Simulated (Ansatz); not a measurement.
**Al: a sweep of the PAW cutoff**

How much do the results for Al depend on the PAW cutoff?

Program: Ansatz 0.2.0. Level of theory: DFT, PBE, PAW with Ansatz's default frozen-core files, scalar-relativistic. These are calculated values, not measurements.

## (1) The system as given

The structure is cubic, space group Fm-3m (No. 225). The conventional cell has a = 4.048 Å, b = 4.048 Å, c = 4.048 Å, α = 90.00°, β = 90.00°, γ = 90.00°. Around Al (site symmetry m-3m) lie 12 Al at 2.86 Å.

Structure file:

```cif
data_structure
_symmetry_space_group_name_H-M 'Fm-3m'
_symmetry_Int_Tables_number 225
_cell_length_a 4.0480
_cell_length_b 4.0480
_cell_length_c 4.0480
_cell_angle_alpha 90.000
_cell_angle_beta 90.000
_cell_angle_gamma 90.000
_cell_volume 66.33
loop_
_atom_site_label
_atom_site_type_symbol
_atom_site_symmetry_multiplicity
_atom_site_Wyckoff_symbol
_atom_site_fract_x
_atom_site_fract_y
_atom_site_fract_z
_atom_site_occupancy
Al1 Al 4 a 0.00000 0.00000 0.00000 1
```

The file gives the conventional cell by its symmetry; the runs use the cell typed in the input.

The geometry is a database entry used as it stands. It may stem from high pressure or temperature, or be incomplete, so it serves as a test cell.

## (2) With PAW files, cutoff 200 eV

input.yaml reads:

```yaml
crystal:
  lattice:
    - [0.0, 2.02398, 2.02398]
    - [2.02398, 0.0, 2.02398]
    - [2.02398, 2.02398, 0.0]
  atoms:
    - { symbol: Al, position: [0.0, 0.0, 0.0] }
kpoints:
  mp_grid: { grid: [14, 14, 14] }
scf:
  occupations: { method: fermi_dirac, width: 0.05 }
hamiltonian:
  xc: pbe
  pseudopotentials: { kind: paw }
output:
  forces: true
  stress: true
  eigenvalues: true
  efg: { contact_densities: true }
  write_density: true
  write_potential: true
  elf: true
  volumetric_format: npy
basis:
  ecutwfc: 200
```

The run is started by

```console
ansatz run input.yaml --threads 1 --pin off --max-ram 2048MiB --backend cpu --events-out ev --progress --plain --runs-dir out
```

The program printed (excerpt; [...] marks lines left out):

```text
Warning: basis.ecutwfc = 200 eV is below the records' recommended 420 eV, and the density's cutoff is lower with it unless basis.ecutrho_ratio is high enough to keep the records' density cutoff: compare with a run at a higher cutoff
[...]
Pseudopotentials: kind: paw
Pseudopotential: Al, paw, valence charge 3, recommended cutoff 420 eV (normal)
Functional definition: PBE
[...]
Crystal: 1 atoms, lattice volume = 16.582 Å³
Basis set: ecut = 200 eV, 113 PW (Γ), exchange–correlation on 30×30×30 points (8 copies of the dense FFT grid, shifted against one another)
Bands: 6, of which v1, the nominal top of the filled ones, is band 2 counted from 1 (1 counted from 0)
Symmetry: 48 space group operations
Space group: Fm-3m (ITA 225), of the structure as read, at distance tolerance 2.6e-5 Å
k-points: 104 of 2744
[...]
SCF iter   1: F=—  HF=-537.228091 eV  |F-HF|=—  |Δ(HF+E_count)|=         —  Δρ=3.50e-3  dr2=5.69e-4  ethr=1.77e-3  ⟨swp⟩=4.8  Hψ=5210  notcnv=0
[...]
SCF iter   6: F=-537.229178 eV  HF=-537.229178 eV  |F-HF|=2.38e-11  |Δ(HF+E_count)|=  1.56e-10  Δρ=9.43e-7  dr2=1.04e-10  ethr=3.37e-11  ⟨swp⟩=3.4  Hψ=1848  notcnv=0
[...]
SCF converged after 6 iterations
Free energy (F): -537.229178 eV
[...]
E sigma→0 (E₀):  -537.227007 eV
Entropy (-TS):   -0.004342 eV (-4.342 meV/atom)
Fermi energy:    7.999584 eV
[...]
--- Forces (eV/Å), atoms counted from 1 ---
  atom   1  Al     0.00000000     0.00000000    -0.00000000
[...]
--- Stress (GPa, compression-positive) ---
       -0.000085      -0.000000       0.000000
       -0.000000      -0.000085       0.000000
        0.000000      -0.000000      -0.000085
  P = ⅓ Tr σ = -0.0001 GPa (-0.001 kbar)
--- PAW observables at the nuclei: V_zz in 10²¹ V/m², potentials from the cell's mean, atoms counted from 1 ---
  atom   1  Al V_zz =    +0.000000   η = 0.0000   by run symmetry: forbidden
            electrostatic potential = -1229.497055 V   contact ρ = 10087.306833 e/Å³
--- Band table (eV; the first three rows and the last of 104) ---
  k-point 0: bands = ["-3.1930", "20.4365", "20.4365", "20.4365", "22.3183", "22.3183"]
[...]
```

Wall time 1.2 s (1 thread of Arm Neoverse V1, shared host).

This run gives: pressure 0.00 GPa; no gap.

## (3) With PAW files, cutoff 250 eV

input.yaml, as its differences from that of step 2:

```diff
@@ -24,2 +24,2 @@
 basis:
-  ecutwfc: 200
+  ecutwfc: 250
```

The run is started by

```console
ansatz run input.yaml --threads 1 --pin off --max-ram 2048MiB --backend cpu --events-out ev --progress --plain --runs-dir out
```

The program printed (excerpt; [...] marks lines left out):

```text
Warning: basis.ecutwfc = 250 eV is below the records' recommended 420 eV, and the density's cutoff is lower with it unless basis.ecutrho_ratio is high enough to keep the records' density cutoff: compare with a run at a higher cutoff
[...]
Pseudopotentials: kind: paw
Pseudopotential: Al, paw, valence charge 3, recommended cutoff 420 eV (normal)
Functional definition: PBE
[...]
Crystal: 1 atoms, lattice volume = 16.582 Å³
Basis set: ecut = 250 eV, 169 PW (Γ), exchange–correlation on 30×30×30 points (8 copies of the dense FFT grid, shifted against one another)
Bands: 6, of which v1, the nominal top of the filled ones, is band 2 counted from 1 (1 counted from 0)
Symmetry: 48 space group operations
Space group: Fm-3m (ITA 225), of the structure as read, at distance tolerance 2.6e-5 Å
k-points: 104 of 2744
[...]
SCF iter   1: F=—  HF=-537.389771 eV  |F-HF|=—  |Δ(HF+E_count)|=         —  Δρ=1.92e-3  dr2=1.47e-4  ethr=1.77e-3  ⟨swp⟩=4.7  Hψ=5305  notcnv=0
[...]
SCF iter   6: F=-537.390096 eV  HF=-537.390096 eV  |F-HF|=5.68e-13  |Δ(HF+E_count)|=  1.76e-11  Δρ=1.16e-7  dr2=2.44e-12  ethr=9.93e-12  ⟨swp⟩=4.4  Hψ=2445  notcnv=0
[...]
SCF converged after 6 iterations
Free energy (F): -537.390096 eV
[...]
E sigma→0 (E₀):  -537.387987 eV
Entropy (-TS):   -0.004216 eV (-4.216 meV/atom)
Fermi energy:    7.908298 eV
[...]
--- Forces (eV/Å), atoms counted from 1 ---
  atom   1  Al    -0.00000000    -0.00000000    -0.00000000
[...]
--- Stress (GPa, compression-positive) ---
        1.425540      -0.000000      -0.000000
       -0.000000       1.425540       0.000000
       -0.000000       0.000000       1.425540
  P = ⅓ Tr σ = 1.4255 GPa (14.255 kbar)
--- PAW observables at the nuclei: V_zz in 10²¹ V/m², potentials from the cell's mean, atoms counted from 1 ---
  atom   1  Al V_zz =    -0.000000   η = 0.0000   by run symmetry: forbidden
            electrostatic potential = -1229.405398 V   contact ρ = 10086.960635 e/Å³
--- Band table (eV; the first three rows and the last of 104) ---
  k-point 0: bands = ["-3.1996", "20.3963", "20.3963", "20.3963", "22.0311", "22.0311"]
[...]
```

Wall time 1.3 s (1 thread of Arm Neoverse V1, shared host).

This run gives: pressure 1.43 GPa; no gap.

## (4) With PAW files, cutoff 300 eV

input.yaml, as its differences from that of step 3:

```diff
@@ -19,7 +19,3 @@
   efg: { contact_densities: true }
-  write_density: true
-  write_potential: true
-  elf: true
-  volumetric_format: npy
 basis:
-  ecutwfc: 250
+  ecutwfc: 300
```

The run is started by

```console
ansatz run input.yaml --threads 1 --pin off --max-ram 2048MiB --backend cpu --events-out ev --progress --plain --runs-dir out
```

The program printed (excerpt; [...] marks lines left out):

```text
Warning: basis.ecutwfc = 300 eV is below the records' recommended 420 eV, and the density's cutoff is lower with it unless basis.ecutrho_ratio is high enough to keep the records' density cutoff: compare with a run at a higher cutoff
[...]
Pseudopotentials: kind: paw
Pseudopotential: Al, paw, valence charge 3, recommended cutoff 420 eV (normal)
Functional definition: PBE
[...]
Crystal: 1 atoms, lattice volume = 16.582 Å³
Basis set: ecut = 300 eV, 181 PW (Γ), exchange–correlation on 36×36×36 points (8 copies of the dense FFT grid, shifted against one another)
Bands: 6, of which v1, the nominal top of the filled ones, is band 2 counted from 1 (1 counted from 0)
Symmetry: 48 space group operations
Space group: Fm-3m (ITA 225), of the structure as read, at distance tolerance 2.6e-5 Å
k-points: 104 of 2744
[...]
SCF iter   1: F=—  HF=-537.470148 eV  |F-HF|=—  |Δ(HF+E_count)|=         —  Δρ=1.03e-3  dr2=3.60e-5  ethr=1.77e-3  ⟨swp⟩=4.7  Hψ=5323  notcnv=0
[...]
SCF iter   6: F=-537.470251 eV  HF=-537.470251 eV  |F-HF|=9.09e-13  |Δ(HF+E_count)|=  5.00e-12  Δρ=1.46e-7  dr2=4.05e-12  ethr=1.00e-12  ⟨swp⟩=1.9  Hψ=2162  notcnv=0
[...]
SCF converged after 6 iterations
Free energy (F): -537.470251 eV
[...]
E sigma→0 (E₀):  -537.468136 eV
Entropy (-TS):   -0.004232 eV (-4.232 meV/atom)
Fermi energy:    7.872875 eV
[...]
--- Forces (eV/Å), atoms counted from 1 ---
  atom   1  Al     0.00000000     0.00000000    -0.00000000
[...]
--- Stress (GPa, compression-positive) ---
       -0.266385      -0.000000      -0.000000
       -0.000000      -0.266385       0.000000
        0.000000       0.000000      -0.266385
  P = ⅓ Tr σ = -0.2664 GPa (-2.664 kbar)
--- PAW observables at the nuclei: V_zz in 10²¹ V/m², potentials from the cell's mean, atoms counted from 1 ---
  atom   1  Al V_zz =    +0.000000   η = 0.0000   by run symmetry: forbidden
            electrostatic potential = -1229.381321 V   contact ρ = 10086.820346 e/Å³
--- Band table (eV; the first three rows and the last of 104) ---
  k-point 0: bands = ["-3.2014", "20.3923", "20.3923", "20.3923", "22.0072", "22.0072"]
[...]
```

Run time: 1.2 s. Hardware: 1 thread of Arm Neoverse V1, shared host.

Result: pressure -0.27 GPa; no gap.

## (5) With PAW files, cutoff 500 eV

input.yaml, as its differences from that of step 4:

```diff
@@ -19,3 +19,7 @@
   efg: { contact_densities: true }
+  write_density: true
+  write_potential: true
+  elf: true
+  volumetric_format: npy
 basis:
-  ecutwfc: 300
+  ecutwfc: 500
```

The run is started by

```console
ansatz run input.yaml --threads 1 --pin off --max-ram 2048MiB --backend cpu --events-out ev --progress --plain --runs-dir out
```

The program printed (excerpt; [...] marks lines left out):

```text
[...]
Pseudopotentials: kind: paw
Pseudopotential: Al, paw, valence charge 3, recommended cutoff 420 eV (normal)
Functional definition: PBE
[...]
Crystal: 1 atoms, lattice volume = 16.582 Å³
Basis set: ecut = 500 eV, 411 PW (Γ), exchange–correlation on 48×48×48 points (8 copies of the dense FFT grid, shifted against one another)
Bands: 6, of which v1, the nominal top of the filled ones, is band 2 counted from 1 (1 counted from 0)
Symmetry: 48 space group operations
Space group: Fm-3m (ITA 225), of the structure as read, at distance tolerance 2.6e-5 Å
k-points: 104 of 2744
[...]
SCF iter   1: F=—  HF=-537.496981 eV  |F-HF|=—  |Δ(HF+E_count)|=         —  Δρ=5.14e-4  dr2=1.77e-5  ethr=1.77e-3  ⟨swp⟩=4.7  Hψ=5424  notcnv=0
[...]
SCF iter   6: F=-537.497019 eV  HF=-537.497019 eV  |F-HF|=1.14e-13  |Δ(HF+E_count)|=  1.93e-12  Δρ=6.09e-8  dr2=7.11e-13  ethr=1.00e-12  ⟨swp⟩=3.9  Hψ=2372  notcnv=0
[...]
SCF converged after 6 iterations
Free energy (F): -537.497019 eV
[...]
E sigma→0 (E₀):  -537.494916 eV
Entropy (-TS):   -0.004207 eV (-4.207 meV/atom)
Fermi energy:    7.861908 eV
[...]
--- Forces (eV/Å), atoms counted from 1 ---
  atom   1  Al    -0.00000000    -0.00000000     0.00000000
[...]
--- Stress (GPa, compression-positive) ---
       -0.620259       0.000000       0.000000
        0.000000      -0.620259       0.000000
        0.000000      -0.000000      -0.620259
  P = ⅓ Tr σ = -0.6203 GPa (-6.203 kbar)
--- PAW observables at the nuclei: V_zz in 10²¹ V/m², potentials from the cell's mean, atoms counted from 1 ---
  atom   1  Al V_zz =    -0.000000   η = 0.0000   by run symmetry: forbidden
            electrostatic potential = -1229.387579 V   contact ρ = 10086.756650 e/Å³
--- Band table (eV; the first three rows and the last of 104) ---
  k-point 0: bands = ["-3.2005", "20.3868", "20.3868", "20.3868", "21.9420", "21.9420"]
[...]
```

Run time: 1.9 s. Hardware: 1 thread of Arm Neoverse V1, shared host.

This run gives: pressure -0.62 GPa; no gap.

## (6) With PAW files, cutoff 800 eV

input.yaml, as its differences from that of step 5:

```diff
@@ -19,7 +19,3 @@
   efg: { contact_densities: true }
-  write_density: true
-  write_potential: true
-  elf: true
-  volumetric_format: npy
 basis:
-  ecutwfc: 500
+  ecutwfc: 800
```

The run is started by

```console
ansatz run input.yaml --threads 1 --pin off --max-ram 2048MiB --backend cpu --events-out ev --progress --plain --runs-dir out
```

The program printed (excerpt; [...] marks lines left out):

```text
[...]
Pseudopotentials: kind: paw
Pseudopotential: Al, paw, valence charge 3, recommended cutoff 420 eV (normal)
Functional definition: PBE
[...]
Crystal: 1 atoms, lattice volume = 16.582 Å³
Basis set: ecut = 800 eV, 869 PW (Γ), exchange–correlation on 54×54×54 points (8 copies of the dense FFT grid, shifted against one another)
Bands: 6, of which v1, the nominal top of the filled ones, is band 2 counted from 1 (1 counted from 0)
Symmetry: 48 space group operations
Space group: Fm-3m (ITA 225), of the structure as read, at distance tolerance 2.6e-5 Å
k-points: 104 of 2744
[...]
SCF iter   1: F=—  HF=-537.497049 eV  |F-HF|=—  |Δ(HF+E_count)|=         —  Δρ=5.21e-4  dr2=1.88e-5  ethr=1.77e-3  ⟨swp⟩=4.7  Hψ=5468  notcnv=0
[...]
SCF iter   6: F=-537.497092 eV  HF=-537.497092 eV  |F-HF|=2.27e-13  |Δ(HF+E_count)|=  5.68e-13  Δρ=2.76e-9  dr2=4.54e-16  ethr=1.00e-12  ⟨swp⟩=1.9  Hψ=2021  notcnv=0
[...]
SCF converged after 6 iterations
Free energy (F): -537.497092 eV
[...]
E sigma→0 (E₀):  -537.494989 eV
Entropy (-TS):   -0.004207 eV (-4.207 meV/atom)
Fermi energy:    7.861808 eV
[...]
--- Forces (eV/Å), atoms counted from 1 ---
  atom   1  Al     0.00000000     0.00000000    -0.00000000
[...]
--- Stress (GPa, compression-positive) ---
       -0.621880       0.000000       0.000000
        0.000000      -0.621880       0.000000
       -0.000000       0.000000      -0.621880
  P = ⅓ Tr σ = -0.6219 GPa (-6.219 kbar)
--- PAW observables at the nuclei: V_zz in 10²¹ V/m², potentials from the cell's mean, atoms counted from 1 ---
  atom   1  Al V_zz =    -0.000000   η = 0.0000   by run symmetry: forbidden
            electrostatic potential = -1229.387029 V   contact ρ = 10086.756905 e/Å³
--- Band table (eV; the first three rows and the last of 104) ---
  k-point 0: bands = ["-3.2006", "20.3867", "20.3867", "20.3867", "21.9418", "21.9418"]
[...]
```

Wall time 2.1 s (1 thread of Arm Neoverse V1, shared host).

Result: pressure -0.62 GPa; no gap.

## (7) The sweep in one table

| cutoff (eV) | energy from the last row (meV/atom) | pressure (GPa) | SCF cycles, all passes | time |
| --- | --- | --- | --- | --- |
| 200 | 267.98 | 0.00 | 6 | 1.2 s |
| 250 | 107.00 | 1.43 | 6 | 1.3 s |
| 300 | 26.85 | -0.27 | 6 | 1.2 s |
| 500 | 0.07 | -0.62 | 6 | 1.9 s |
| 800 | 0.00 | -0.62 | 6 | 2.1 s |

Energies are those extrapolated to zero smearing.

## (8) Outcome

| quantity | value |
| --- | --- |
| energy error of the loosest run (PAW) | 268.0 meV/atom |
| within 1 meV/atom from | cutoff 500 eV |
| pressure, lowest to highest (PAW) | -0.62 to 1.43 GPa |

In words: At the loosest setting in the table the energy misses the tightest run by 268.0 meV/atom; from cutoff 500 eV on, all lie within 1 meV/atom of it. The energy falls at every step, as a growing basis should make it. The pressure spans 2.05 GPa (PAW).
